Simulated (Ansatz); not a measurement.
**Gallium, fcc: r²SCAN0 at the r²SCAN geometry**

Aim: see what exact exchange does to the levels, and what it costs. Spin polarisation is left out. The geometry was relaxed under r²SCAN beforehand and is kept. Exact exchange is dear, so the k-mesh is coarse, and r²SCAN is run on the same mesh for comparison.

Program: Ansatz 0.2.0. Level of theory: DFT, plane waves (500 eV) with PBE-made PAW files, scalar-relativistic; functionals as named at each step. These are calculated values, not measurements.

### 1 The starting structure

Symmetry: Fm-3m, No. 225, cubic system. Conventional cell: a = 4.154 Å, b = 4.154 Å, c = 4.154 Å, α = 90.00°, β = 90.00°, γ = 90.00°. Ga (site symmetry m-3m) has 12 Ga at 2.94 Å as nearest neighbours.

As a file:

```cif
data_structure
_symmetry_space_group_name_H-M 'Fm-3m'
_symmetry_Int_Tables_number 225
_cell_length_a 4.1541
_cell_length_b 4.1541
_cell_length_c 4.1541
_cell_angle_alpha 90.000
_cell_angle_beta 90.000
_cell_angle_gamma 90.000
_cell_volume 71.69
loop_
_atom_site_label
_atom_site_type_symbol
_atom_site_symmetry_multiplicity
_atom_site_Wyckoff_symbol
_atom_site_fract_x
_atom_site_fract_y
_atom_site_fract_z
_atom_site_occupancy
Ga1 Ga 4 a 0.00000 0.00000 0.00000 1
```

### 2 r²SCAN on the coarse mesh

The run with r²SCAN.

The input, input.yaml:

```yaml
crystal:
  lattice:
    - [0.0, 2.0770707089, 2.0770707089]
    - [2.0770707089, 0.0, 2.0770707089]
    - [2.0770707089, 2.0770707089, 0.0]
  atoms:
    - { symbol: Ga, position: [0.0, 0.0, 0.0] }
hamiltonian:
  xc: r2scan
  pseudopotentials:
    kind: paw
    azcp:
      Ga: "pseudopotentials/Ga.paw.azcp"
basis:
  ecutwfc: 500
  fft_grid_basis: typed
kpoints:
  mp_grid: { grid: [7, 7, 7], shift: [0, 0, 0] }
magnetization:
  spin_polarized: false
scf:
  occupations: { method: fermi_dirac, width: 0.1 }
output:
  write_density: true
  write_potential: true
  elf: true
  volumetric_format: npy
```

On the command line:

```console
ansatz run input.yaml --threads 4 --pin off --max-ram 8192MiB --backend cpu --events-out ev --progress --plain --runs-dir out
```

What it wrote:

```text
Warning: RAYON_NUM_THREADS=4 ignored (pool sized by the plan → 4); use --threads N
Engine: ansatz 0.2.0, aarch64-unknown-linux-gnu
Pseudopotentials: kind: paw
Pseudopotential: Ga, paw, valence charge 13, recommended cutoff 500 eV (meta_gga), <dir>
Functional definition: r2SCAN
  parameter k0 = 0.174
  parameter k1 = 0.065
  parameter a1 = 4.9479
  exchange = r2scan_x(k0 = k0, k1 = k1, a1 = a1)
  correlation = r2scan_c
Crystal: 1 atoms, lattice volume = 17.922 Å³
Basis set: ecut = 500 eV, 459 PW (Γ), exchange–correlation on 96×96×96 points (64 copies of the dense FFT grid, shifted against one another)
Bands: 11, of which v1, the nominal top of the filled ones, is band 7 counted from 1 (6 counted from 0)
Symmetry: 48 space group operations
Space group: Fm-3m (ITA 225), of the structure as read, at distance tolerance 2.6e-5 Å
k-points: 20 of 343
Non-local potential: Ga, projectors of the file, l = 0: 2, l = 1: 2, l = 2: 3, l = 3: 1
PAW form: soft (Blöchl's): semilocal exchange-correlation on the pseudo side does not see the compensation charge
PAW frozen core: Ga, regenerated for the run's functional (the file was generated under x = pbe(κ = 0.804, μ = 0.2195149727645171), c = pbe(β = 0.06672455060314922))
PAW one-centre angular grid: Ga, 590 points (default); XC on 160 Gauss nodes
Initial density: superposition of atomic densities (neutral atoms: chi_scale 0, normalization atom), corrected by the library's trained network
Initial wavefunctions: pseudopotential atomic-orbital guess
Functional: x = r2scan, c = r2scan; τ floored in thin density (d = 2e-4 eV/Å³)
SCF iter   1: F=—  HF=-3790.149236 eV  |F-HF|=—  |Δ(HF+E_count)|=         —  Δρ=1.31e-2  dr2=9.76e-3  dr2_τ=4.76e-4  ethr=1.77e-3  ⟨swp⟩=5.0  Hψ=1269  notcnv=0
preconditioner: auto → none  [insulator: Δε(μ)=0.430 eV  Ē_g=23.117 eV  σ=0.100 eV  W_gap=0.64  n_scr=0 (ndim 8)  ℏωp=31.6 eV  f_vac=0.000  D(μ)=0.36/eV (n_scr^D=0)  ε∞_Penn≈2.9]
SCF iter   2: F=—  HF=-3790.154271 eV  |F-HF|=—  |Δ(HF+E_count)|=   5.04e-3  Δρ=3.18e-3  dr2=6.97e-4  dr2_τ=2.04e-5  ethr=7.51e-5  ⟨swp⟩=2.0  Hψ=594  notcnv=0  defer=7
SCF iter   3: F=—  HF=-3790.154605 eV  |F-HF|=—  |Δ(HF+E_count)|=   3.34e-4  Δρ=2.64e-3  dr2=3.63e-4  dr2_τ=4.30e-6  ethr=5.36e-6  ⟨swp⟩=2.0  Hψ=325  notcnv=0  defer=7
SCF iter   4: F=—  HF=-3790.154834 eV  |F-HF|=—  |Δ(HF+E_count)|=   2.28e-4  Δρ=1.04e-3  dr2=5.54e-5  dr2_τ=5.64e-7  ethr=2.79e-6  ⟨swp⟩=2.0  Hψ=241  notcnv=0  defer=7
SCF iter   5: F=—  HF=-3790.154867 eV  |F-HF|=—  |Δ(HF+E_count)|=   3.34e-5  Δρ=2.27e-4  dr2=2.74e-6  dr2_τ=2.90e-8  ethr=4.27e-7  ⟨swp⟩=2.0  Hψ=241  notcnv=0  defer=7
SCF iter   6: F=-3790.154869 eV  HF=-3790.154869 eV  |F-HF|=1.09e-7  |Δ(HF+E_count)|=   2.05e-6  Δρ=2.58e-5  dr2=7.28e-8  dr2_τ=4.99e-10  ethr=7.69e-10  ⟨swp⟩=3.2  Hψ=929  notcnv=0
SCF 1 converged in 6 iterations: F = -3790.154869 eV  dr2 = 7.28e-8
SCF converged after 6 iterations
Free energy (F): -3790.154869 eV
Harris-Foulkes:  -3790.154869 eV  (|F-HF|=1.09e-7)
Internal energy: -3790.144162 eV  (E = F + TS)
E sigma→0 (E₀):  -3790.149515 eV
Entropy (-TS):   -0.010707 eV (-10.707 meV/atom)
Fermi energy:    10.191758 eV
--- Per-component energies (eV) ---
  E_band       = -34.466245
  E_kinetic    = 114.282392
  E_local      = -1747.354581  (includes V_loc(G=0)·N_el)
  E_nonlocal   = 424.799160
  E_hartree    = 825.240291
  E_xc         = -62.377689
  E_vxc        = -59.798747  (∫ρ·V_xc dr)
  E_paw        = -2001.150229  (= ΣΔE_a)
  E_vpaw       = -420.231355  (= ΣTr[D̂ρ^β])
  E_aug_tail   = -0.000030  (compensation charges beyond the density's cutoff)
  E_vtau       = 3.357304  (kinetic-family band-sum trace: ∫τ·v_τ [+ j·A + Jᵃ·Aᵃ] dr)
  E_ewald      = -1342.930406
  E_core_change = -0.653070  (= ΣΔE_core)
  E_smearing   = -0.010707  (= −TS)
  E_closure    = -0.000000  (closes the sum)
  Σ components = -3790.154869   (vs F -3790.154869, Δ=0.00e0)
--- Band table (eV; the first three rows and the last of 20) ---
  k-point 0: bands = ["-5.1898", "-5.1898", "-5.1898", "-5.0468", "-5.0468", "-1.7320", "23.9274", "23.9274", "23.9274", "27.3673", "27.4476"]
  k-point 1: bands = ["-5.2018", "-5.1662", "-5.1662", "-5.0473", "-5.0473", "-1.1540", "18.9456", "22.9160", "22.9160", "25.9948", "29.0912"]
  k-point 2: bands = ["-5.2448", "-5.1599", "-5.1599", "-5.0006", "-5.0006", "0.6067", "12.8685", "21.8077", "21.8077", "25.7258", "27.6773"]
  k-point 19: bands = ["-5.2545", "-5.1804", "-5.1101", "-5.0155", "-4.9125", "8.0570", "9.4861", "10.2630", "14.0327", "24.7854", "29.5828"]
```

Wall time 0.43 s (4 threads of Arm Neoverse V2, shared host); peak memory 0.29 GiB.

The maps below are laid out on this run's own conventional cell (a, b, c = 4.154, 4.154, 4.154 Å).

Density in a lattice plane of the grid's cell (edges 4.15 and 4.15 Å, at 0.000 of the third edge), which holds Ga.

Ten even steps from '0' (0.08 e/Å³) to '9' (52.34 e/Å³):
```
641000000000000000000014
110000000000000000000001
000000000000000000000000
000000000000000000000000
000000000000000000000000
000000000000000000000000
000000000000000000000000
000000000001110000000000
000000000014641000000000
000000000026962000000000
000000000014641000000000
000000000001110000000000
000000000000000000000000
000000000000000000000000
000000000000000000000000
000000000000000000000000
000000000000000000000000
110000000000000000000001
641000000000000000000014
962000000000000000000026
```
Columns run along the first of these edges and rows up along the second, over one cell in 24 and 20 even steps from the bottom left corner. Atoms in the plane (fractional): Ga at (0.00, 0.00), Ga at (0.50, 0.50).

ELF in the same plane.

Ten even steps from '0' (0.03) to '9' (0.47):
```
100245565321112356554200
002355665432223456655320
334556666544444566665543
555566776666566667766555
555677777655556677777665
566667766555555566776666
444566665543334556666544
223456655320002355665432
112356554200100245565321
112355554102920145555321
112356554200100245565321
223456655320002355665432
444566665543334556666544
566667766555555566776666
556677777665555677777655
555566776666566667766555
334556666544444566665543
002355665432223456655320
100245565321112356554200
920145555321112355554102
```
Columns run along the first of these edges and rows up along the second, over one cell in 24 and 20 even steps from the bottom left corner. Atoms in the plane (fractional): Ga at (0.00, 0.00), Ga at (0.50, 0.50).

Both are smooth fields of the valence electrons: close to the nuclei they are not physical.

### 3 r²SCAN0, coarse mesh

The run with r²SCAN0.

Edit input.yaml of step 2 so:

```diff
@@ -8,3 +8,3 @@
 hamiltonian:
-  xc: r2scan
+  xc: r2scan0
   pseudopotentials:
@@ -22,6 +22 @@
   occupations: { method: fermi_dirac, width: 0.1 }
-output:
-  write_density: true
-  write_potential: true
-  elf: true
-  volumetric_format: npy
```

On the command line:

```console
ansatz run input.yaml --threads 4 --pin off --max-ram 8192MiB --backend cpu --events-out ev --progress --plain --runs-dir out
```

What it wrote:

```text
Warning: RAYON_NUM_THREADS=4 ignored (pool sized by the plan → 4); use --threads N
[... 3 set-up lines as earlier in the session ...]
Functional definition: r2SCAN0
  parameter a = 0.25
[... 3 set-up lines as earlier in the session ...]
  exchange = (1 - a)*r2scan_x(k0 = k0, k1 = k1, a1 = a1) + a*exact_x
[... 1 set-up line as earlier in the session ...]
Crystal: 1 atoms, lattice volume = 17.922 Å³
Basis set: ecut = 500 eV, 459 PW (Γ), exchange–correlation on 96×96×96 points (64 copies of the dense FFT grid, shifted against one another)
Bands: 11, of which v1, the nominal top of the filled ones, is band 7 counted from 1 (6 counted from 0)
[... 2 set-up lines as earlier in the session ...]
k-points: 20 of 343
[... 2 set-up lines as earlier in the session ...]
PAW frozen core: Ga, regenerated for the run's functional, and the local potential with it (the file was generated under x = pbe(κ = 0.804, μ = 0.2195149727645171), c = pbe(β = 0.06672455060314922))
[... 3 set-up lines as earlier in the session ...]
Functional: x = r2scan, c = r2scan; τ floored in thin density (d = 2e-4 eV/Å³), warm-up for x = 0.75 r2scan + 0.25 exact, c = r2scan; τ floored in thin density (d = 2e-4 eV/Å³)
SCF iter   1: F=—  HF=-3790.151121 eV  |F-HF|=—  |Δ(HF+E_count)|=         —  Δρ=1.39e-2  dr2=1.13e-2  dr2_τ=4.71e-4  ethr=1.77e-3  ⟨swp⟩=8.1  Hψ=998  notcnv=0
preconditioner: auto → none  [insulator: Δε(μ)=0.430 eV  Ē_g=23.136 eV  σ=0.100 eV  W_gap=0.64  n_scr=0 (ndim 8)  ℏωp=31.6 eV  f_vac=0.000  D(μ)=0.36/eV (n_scr^D=0)]
iter 2 solved again at ethr=5.69e-6 eV; its pass at ethr=8.68e-5 eV (dr2=7.40e-4 eV) is discarded
SCF iter   2: F=—  HF=-3790.155605 eV  |F-HF|=—  |Δ(HF+E_count)|=   4.48e-3  Δρ=3.01e-3  dr2=7.41e-4  dr2_τ=2.49e-5  ethr=5.69e-6  ⟨swp⟩=2.0  Hψ=993  notcnv=0
SCF iter   3: F=—  HF=-3790.155792 eV  |F-HF|=—  |Δ(HF+E_count)|=   1.87e-4  Δρ=2.70e-3  dr2=3.82e-4  dr2_τ=4.68e-6  ethr=5.69e-6  ⟨swp⟩=4.0  Hψ=515  notcnv=0
SCF iter   4: F=—  HF=-3790.156068 eV  |F-HF|=—  |Δ(HF+E_count)|=   2.76e-4  Δρ=5.52e-4  dr2=1.61e-5  dr2_τ=1.74e-7  ethr=2.94e-6  ⟨swp⟩=3.0  Hψ=382  notcnv=0
SCF iter   5: F=—  HF=-3790.156085 eV  |F-HF|=—  |Δ(HF+E_count)|=   1.67e-5  Δρ=1.28e-4  dr2=9.46e-7  dr2_τ=9.87e-9  ethr=1.24e-7  ⟨swp⟩=3.0  Hψ=479  notcnv=0
SCF iter   6: F=—  HF=-3790.156085 eV  |F-HF|=—  |Δ(HF+E_count)|=   4.65e-7  Δρ=1.19e-5  dr2=2.46e-8  dr2_τ=1.60e-10  ethr=7.28e-9  ⟨swp⟩=3.0  Hψ=482  notcnv=0
SCF iter   7: F=—  HF=-3790.156085 eV  |F-HF|=—  |Δ(HF+E_count)|=   6.06e-8  Δρ=3.46e-6  dr2=1.07e-9  dr2_τ=9.76e-12  ethr=1.89e-10  ⟨swp⟩=3.0  Hψ=387  notcnv=0
SCF iter   8: F=-3790.156085 eV  HF=-3790.156085 eV  |F-HF|=4.00e-11  |Δ(HF+E_count)|=   1.32e-9  Δρ=4.73e-7  dr2=2.22e-11  dr2_τ=4.64e-13  ethr=8.23e-12  ⟨swp⟩=4.0  Hψ=585  notcnv=0
SCF 1 converged in 8 iterations: F = -3790.156085 eV  dr2 = 2.22e-11
Initial density: handed on by an earlier stage of this run
Initial wavefunctions: those handed on with the density
Functional: x = 0.75 r2scan + 0.25 exact, c = r2scan; τ floored in thin density (d = 2e-4 eV/Å³)
Frozen-core exchange: fock
iter 1 solved again at ethr=6.85e-5 eV; its pass at ethr=1.00e-1 eV (dr2=8.90e-3 eV) is discarded
SCF iter   1: F=—  HF=-3788.973157 eV  |F-HF|=—  |Δ(HF+E_count)|=         —  Δρ=1.31e-2  dr2=1.22e-2  dr2_τ=5.26e-5  ethr=6.85e-5  ⟨swp⟩=4.3  Hψ=1163  notcnv=0
preconditioner: auto → none  [insulator: Δε(μ)=0.846 eV  Ē_g=26.795 eV  σ=0.100 eV  W_gap=0.69  n_scr=0 (ndim 8)  ℏωp=31.6 eV  f_vac=0.000  D(μ)=0.30/eV (n_scr^D=0)]
SCF iter   2: F=—  HF=-3788.967302 eV  |F-HF|=—  |Δ(HF+E_count)|=   5.85e-3  Δρ=2.52e-3  dr2=7.83e-4  dr2_τ=2.86e-5  ethr=6.85e-5  ⟨swp⟩=4.0  Hψ=622  notcnv=0
SCF iter   3: F=—  HF=-3788.967523 eV  |F-HF|=—  |Δ(HF+E_count)|=   2.20e-4  Δρ=2.07e-3  dr2=6.59e-4  dr2_τ=1.55e-6  ethr=3.10e-6  ⟨swp⟩=4.0  Hψ=509  notcnv=0
SCF iter   4: F=—  HF=-3788.967648 eV  |F-HF|=—  |Δ(HF+E_count)|=   1.25e-4  Δρ=8.19e-4  dr2=4.63e-4  dr2_τ=1.99e-7  ethr=1.86e-6  ⟨swp⟩=2.1  Hψ=351  notcnv=0
SCF iter   5: F=—  HF=-3788.971463 eV  |F-HF|=—  |Δ(HF+E_count)|=   3.81e-3  Δρ=1.69e-3  dr2=1.76e-4  dr2_τ=7.51e-7  ethr=2.91e-7  ⟨swp⟩=4.0  Hψ=665  notcnv=0
SCF iter   6: F=—  HF=-3788.971439 eV  |F-HF|=—  |Δ(HF+E_count)|=   2.44e-5  Δρ=5.13e-4  dr2=2.95e-5  dr2_τ=5.34e-8  ethr=2.91e-7  ⟨swp⟩=3.0  Hψ=478  notcnv=0
SCF iter   7: F=—  HF=-3788.971436 eV  |F-HF|=—  |Δ(HF+E_count)|=   3.27e-6  Δρ=5.39e-5  dr2=1.42e-5  dr2_τ=6.34e-10  ethr=1.21e-7  ⟨swp⟩=3.0  Hψ=479  notcnv=0
SCF iter   8: F=-3788.971520 eV  HF=-3788.971521 eV  |F-HF|=1.07e-6  |Δ(HF+E_count)|=   8.51e-5  Δρ=2.69e-4  dr2=4.12e-6  dr2_τ=1.96e-8  ethr=1.37e-9  ⟨swp⟩=4.9  Hψ=792  notcnv=0
SCF 2 stopped early in 8 iterations: F = -3788.971520 eV  dr2 = 4.12e-6
hybrid outer 1: dexx = +4.231e-3 eV, tail = 2.40e-5 eV
Frozen-core exchange: fock
SCF iter   1: F=—  HF=-3788.971256 eV  |F-HF|=—  |Δ(HF+E_count)|=         —  Δρ=3.69e-5  dr2=2.21e-6  dr2_τ=5.98e-9  ethr=9.23e-7  ⟨swp⟩=3.3  Hψ=473  notcnv=0
preconditioner: auto → none  [insulator: Δε(μ)=0.866 eV  Ē_g=26.597 eV  σ=0.100 eV  W_gap=0.69  n_scr=0 (ndim 8)  ℏωp=31.6 eV  f_vac=0.000  D(μ)=0.30/eV (n_scr^D=0)]
SCF iter   2: F=—  HF=-3788.971257 eV  |F-HF|=—  |Δ(HF+E_count)|=   1.23e-6  Δρ=2.01e-5  dr2=2.06e-6  dr2_τ=3.05e-9  ethr=1.61e-9  ⟨swp⟩=4.0  Hψ=637  notcnv=0
iter 3 solved again at ethr=7.73e-12 eV; its pass at ethr=3.30e-10 eV (dr2=1.00e-9 eV) is discarded
SCF iter   3: F=—  HF=-3788.971257 eV  |F-HF|=—  |Δ(HF+E_count)|=   1.91e-8  Δρ=3.13e-6  dr2=2.02e-6  dr2_τ=1.24e-11  ethr=7.73e-12  ⟨swp⟩=4.1  Hψ=1002  notcnv=0
eigensolver tolerance schedule: the retry pair's looser diagonalisation over-reported the residual by 0.24 of it (diagonalisation noise at 0.24 of the residual, at the tolerance the schedule requests for it); recorded, not acted on — ethr = c·dr2/N_el stays at c = 1.0e-1
SCF iter   4: F=-3788.971324 eV  HF=-3788.971324 eV  |F-HF|=7.31e-9  |Δ(HF+E_count)|=   6.68e-5  Δρ=1.10e-5  dr2=2.88e-8  dr2_τ=1.04e-10  ethr=6.25e-12  ⟨swp⟩=5.0  Hψ=729  notcnv=0
SCF 3 converged in 4 iterations: F = -3788.971324 eV  dr2 = 2.88e-8
hybrid outer 2: dexx = +4.021e-7 eV, tail = 6.41e-8 eV, Δε = 5.12e-3 eV (about 3.58e-4 eV left of the loop's levels)
hybrid SCF converged: 2 outer / 12 inner (+8 warm-up), last move |dexx| = 4.02e-7 eV, tail = 6.41e-8 eV
Stability not checked: this state was not tested for a lower state beside it, because the functional holds exact exchange (a hybrid, or Hartree-Fock), whose exchange loop this test does not read (fock_operator; see scf.lower_state_search)
Free energy (F): -3788.971324 eV
Frozen-core exchange: fock
Harris-Foulkes:  -3788.971324 eV  (|F-HF|=7.31e-9)
Internal energy: -3788.962546 eV  (E = F + TS)
E sigma→0 (E₀):  -3788.966935 eV
Entropy (-TS):   -0.008779 eV (-8.779 meV/atom)
Fermi energy:    10.300382 eV
--- Per-component energies (eV) ---
  E_band       = -69.634198
  E_kinetic    = 113.540040
  E_local      = -1750.380660  (includes V_loc(G=0)·N_el)
  E_nonlocal   = 425.948567
  E_hartree    = 829.107391
  E_xc         = -48.423933
  E_vxc        = -45.830559  (∫ρ·V_xc dr)
  E_exx        = -53.171919  (= α·E_x^exact, valence–valence)
  E_paw        = -1962.268001  (= ΣΔE_a)
  E_vpaw       = -367.118418  (= ΣTr[D̂ρ^β])
  E_aug_tail   = -0.000030  (compensation charges beyond the density's cutoff)
  E_vtau       = 2.340664  (kinetic-family band-sum trace: ∫τ·v_τ [+ j·A + Jᵃ·Aᵃ] dr)
  E_ewald      = -1342.930406
  E_core_change = -0.383594  (= ΣΔE_core)
  E_smearing   = -0.008779  (= −TS)
  E_closure    = -0.000000  (closes the sum)
  Σ components = -3788.971324   (vs F -3788.971324, Δ=4.55e-13)
--- Band table (eV; the first three rows and the last of 20) ---
  k-point 0: bands = ["-8.4401", "-8.4401", "-8.4401", "-8.2965", "-8.2965", "-3.4921", "25.2768", "25.2768", "25.2768"]
  k-point 1: bands = ["-8.4498", "-8.4170", "-8.4170", "-8.2971", "-8.2971", "-2.8505", "19.9874", "24.1898", "24.1898"]
  k-point 2: bands = ["-8.4844", "-8.4086", "-8.4086", "-8.2539", "-8.2539", "-0.9263", "13.4125", "23.0567", "23.0567"]
  k-point 19: bands = ["-8.4942", "-8.4217", "-8.3585", "-8.2644", "-8.1729", "7.5756", "9.1219", "10.3792", "14.6862"]
  guard bands above this table: 2 of the run's 11 bands. The solve was not asked for them (output.publish_guard_bands: true or output.eigenvalues: true publishes all)
```

It took 3.8 s on 4 threads of Arm Neoverse V2, shared host; peak memory 0.91 GiB.

### 4 Side by side

```tsv
functional	gap on the mesh	Fermi energy (eV)	SCF cycles	exchange loops	CPU time
r²SCAN	none (levels filled in part)	10.192	6	-	1.1 s
r²SCAN0	none (levels filled in part)	10.300	20	2	11 s
```

### 5 What came out

```
                             quantity                         value
                          r²SCAN: gap  none (levels filled in part)
                         r²SCAN0: gap  none (levels filled in part)
  r²SCAN0: SCF cycles, exchange loops                         20, 2
r²SCAN0: CPU time over that of r²SCAN                            11
 r²SCAN0: relative to alpha-Ga (Cmce)                 +149 meV/atom
```

What this shows: Both r²SCAN and r²SCAN0 leave levels filled in part. r²SCAN0 cost 11 times the CPU time of r²SCAN. r²SCAN0 needed 2 outer loops of the exchange operator. To compare with dense-mesh energies, the change of r²SCAN from this mesh and smearing to its dense run (+20.2 meV/atom, from a run not shown) is added. Under r²SCAN0 it lies 149 meV/atom above alpha-Ga (Cmce) (computed apart in the same way); on such meshes a few tens of meV are uncertain for metals. Absolute energies differ from functional to functional, by eV per atom at times, and say nothing by themselves.
